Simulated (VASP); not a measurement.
## VASP 6.6.1 run: SrTiO₃

INCAR

```
LDAUJ = 0 0 0
GGA = PE
LDAUL = -1 2 -1
NBANDS = 28
LDAUU = 0 1.0 0
ISIF = 2
ISMEAR = -1
LDAUTYPE = 2
EDIFF = 1E-7
LWAVE = .FALSE.
LASPH = .TRUE.
NELM = 120
LMAXMIX = 4
LDAU = .TRUE.
ENCUT = 520
PREC = Accurate
IBRION = -1
NSW = 0
SIGMA = 0.02
LREAL = .FALSE.
LCHARG = .FALSE.
ALGO = All
```

KPOINTS

```
KPOINTS created by Atomic Simulation Environment
0
Gamma
6 6 6
0 0 0
```

POSCAR

```
Sr Ti O
 1.0000000000000000
     3.8287144715000001    0.0000000000000000    0.0000000000000000
     0.0000000000000000    3.8287144715000001    0.0000000000000000
     0.0000000000000000    0.0000000000000000    3.8287144715000001
 Sr  Ti  O
   1   1   3
Cartesian
  0.0000000000000000  0.0000000000000000  0.0000000000000000
  1.9143572357499998  1.9143572357499998  1.9143572357499998
  1.9143572357499998  1.9143572357499998  0.0000000000000000
  1.9143572357499998  0.0000000000000000  1.9143572357499998
  0.0000000000000000  1.9143572357499998  1.9143572357499998
```

The recommended PBE PAW datasets give the neutral cell 40 valence electrons.

Command

```
mpirun -np 1 vasp_std
```

OSZICAR

```
N       E                     dE             d eps       ncg     rms           ort
DAV:   1     0.449213305336E+03    0.44921E+03   -0.22845E+04   560   0.168E+03
DAV:   2    -0.512047186929E+01   -0.45433E+03   -0.43542E+03   560   0.451E+02
DAV:   3    -0.471820767706E+02   -0.42062E+02   -0.41485E+02   560   0.135E+02
DAV:   4    -0.493306251194E+02   -0.21485E+01   -0.21439E+01   560   0.254E+01
DAV:   5    -0.493791439925E+02   -0.48519E-01   -0.48500E-01   560   0.346E+00
SDA:   6    -0.180993415326E+02    0.31280E+02   -0.48500E-01   560   0.104E+03   0.000E+00
CGA:   7    -0.350593072738E+02   -0.16960E+02   -0.16806E+02   560   0.106E+02  -0.891E+00
CGA:   8    -0.378886687557E+02   -0.28294E+01   -0.29067E+01   560   0.413E+01  -0.841E+00
CGA:   9    -0.387898351153E+02   -0.90117E+00   -0.90830E+00   560   0.104E+01  -0.133E+00
CGA:  10    -0.389866222618E+02   -0.19679E+00   -0.19684E+00   560   0.329E+00   0.210E-02
...
CGA:  28    -0.391073114267E+02   -0.25238E-05   -0.25160E-05   560   0.419E-05   0.216E-06
CGA:  29    -0.391073132217E+02   -0.17950E-05   -0.18222E-05   560   0.333E-05  -0.297E-06
CGA:  30    -0.391073145521E+02   -0.13304E-05   -0.13611E-05   560   0.270E-05  -0.307E-06
CGA:  31    -0.391073155650E+02   -0.10129E-05   -0.10141E-05   560   0.208E-05  -0.186E-07
CGA:  32    -0.391073163010E+02   -0.73594E-06   -0.73587E-06   560   0.120E-05   0.690E-07
CGA:  33    -0.391073167724E+02   -0.47143E-06   -0.47146E-06   560   0.784E-06  -0.259E-08
SDA:  34    -0.391073171416E+02   -0.36916E-06   -0.40311E-06   560   0.830E-06  -0.216E-06
CGA:  35    -0.391073173983E+02   -0.25669E-06   -0.25835E-06   560   0.148E-06   0.258E-07
SDA:  36    -0.391073174449E+02   -0.46618E-07   -0.48819E-07   560   0.726E-07   0.470E-07
   1 F= -.39107317E+02 E0= -.39107317E+02  d E =-.583752E-12
```

From OUTCAR

```
k-points           NKPTS =     20   k-points in BZ     NKDIM =     20   number of bands    NBANDS=     28

   NELECT =      40.0000    total number of electrons

   dimension x,y,z NGX =    28 NGY =   28 NGZ =   28
   dimension x,y,z NGXF=    56 NGYF=   56 NGZF=   56

  energy-cutoff  :      520.00
  volume of cell :       56.13
      direct lattice vectors                 reciprocal lattice vectors
     3.828714472  0.000000000  0.000000000     0.261184271  0.000000000  0.000000000
     0.000000000  3.828714472  0.000000000     0.000000000  0.261184271  0.000000000
     0.000000000  0.000000000  3.828714472     0.000000000  0.000000000  0.261184271

 k-points in reciprocal lattice and weights: KPOINTS created by Atomic Simulation Env
   0.00000000  0.00000000  0.00000000       0.005
   0.16666667  0.00000000  0.00000000       0.028
   0.33333333  0.00000000  0.00000000       0.028
   0.50000000  0.00000000  0.00000000       0.014
   0.16666667  0.16666667  0.00000000       0.056
   0.33333333  0.16666667  0.00000000       0.111
   0.50000000  0.16666667  0.00000000       0.056
   0.33333333  0.33333333  0.00000000       0.056
   ...

 E-fermi :   5.1851

 k-point     1 :       0.0000    0.0000    0.0000
  band No.  band energies     occupation
      1     -51.7636      2.00000
      2     -28.0402      2.00000
      3     -28.0402      2.00000
      4     -28.0402      2.00000
      5     -27.9168      2.00000
      6     -12.9650      2.00000
      7     -11.9200      2.00000
      8     -11.9200      2.00000
      9      -9.9316      2.00000
     10      -9.9316      2.00000
     11      -9.9316      2.00000
     12       1.8104      2.00000
     13       1.8104      2.00000
     14       1.8104      2.00000
     15       3.4210      2.00000
     16       3.4210      2.00000
     17       3.4210      2.00000
     18       4.3654      2.00000
     19       4.3654      2.00000
     20       4.3654      2.00000
     21       6.7872      0.00000
     22       6.7872      0.00000
     23       6.7872      0.00000
     24       9.4202      0.00000
     25       9.4202      0.00000
     26      10.1671      0.00000
     27      10.1671      0.00000
     28      11.4446      0.00000

 k-point     2 :       0.1667    0.0000    0.0000
  band No.  band energies     occupation
      1     -51.7631      2.00000
      2     -28.0920      2.00000
      3     -28.0392      2.00000
      4     -28.0392      2.00000
      5     -27.8797      2.00000
      6     -12.9898      2.00000
      7     -11.9075      2.00000
      8     -11.8997      2.00000
      9      -9.9168      2.00000
     10      -9.9168      2.00000
     11      -9.7343      2.00000
     12       1.4312      2.00000
     13       1.7789      2.00000
     14       1.7789      2.00000
     15       3.0676      2.00000
     16       3.0676      2.00000
     17       3.1616      2.00000
     18       3.5634      2.00000
     19       4.2089      2.00000
     20       4.2089      2.00000
     21       6.8372      0.00000
     22       7.4080      0.00000
     23       7.4080      0.00000
     24       9.4411      0.00000
     25      10.1978      0.00000
     26      10.6638      0.00000
     27      10.6684      0.00000
     28      12.1101      0.00000

 ...

  Total        6.6316810      6.6316810      6.6316810      0.0000000     -0.0000000      0.0000000
  in kB      189.3107488    189.3107488    189.3107488      0.0000000     -0.0000000      0.0000000
  external PRESSURE =     189.3107488 kB  Pullay stress =       0.0000000 kB

 POSITION                                       TOTAL-FORCE (eV/Angst)
 -----------------------------------------------------------------------------------
      0.00000      0.00000      0.00000         0.000000      0.000000      0.000000
      1.91436      1.91436      1.91436         0.000000      0.000000      0.000000
      1.91436      1.91436      0.00000         0.000000      0.000000      0.000000
      1.91436      0.00000      1.91436         0.000000      0.000000      0.000000
      0.00000      1.91436      1.91436         0.000000      0.000000      0.000000
 -----------------------------------------------------------------------------------
    total drift:                                0.000000      0.000000      0.000000

  FREE ENERGIE OF THE ION-ELECTRON SYSTEM (eV)
  ---------------------------------------------------
  free  energy   TOTEN  =       -39.1073174449 eV

  energy  without entropy=      -39.1073174449  energy(sigma->0) =      -39.10731744
```

It converged. Results: gap between bands v and c on the k mesh 2.09 eV; least direct gap on the k mesh 2.42 eV; pressure 18.9 GPa. Band v is the last that the valence electrons fill when counted band by band, and c is the next.

For comparison, a separate PBE run of the intended cell, on usual settings and not on those above, gives a gap of 1.96 eV on its mesh and a pressure of 17.8 GPa.

The run above took about 66 s on one core of a shared host (Intel Xeon Platinum 8488C) and held 0.2 GiB at most.
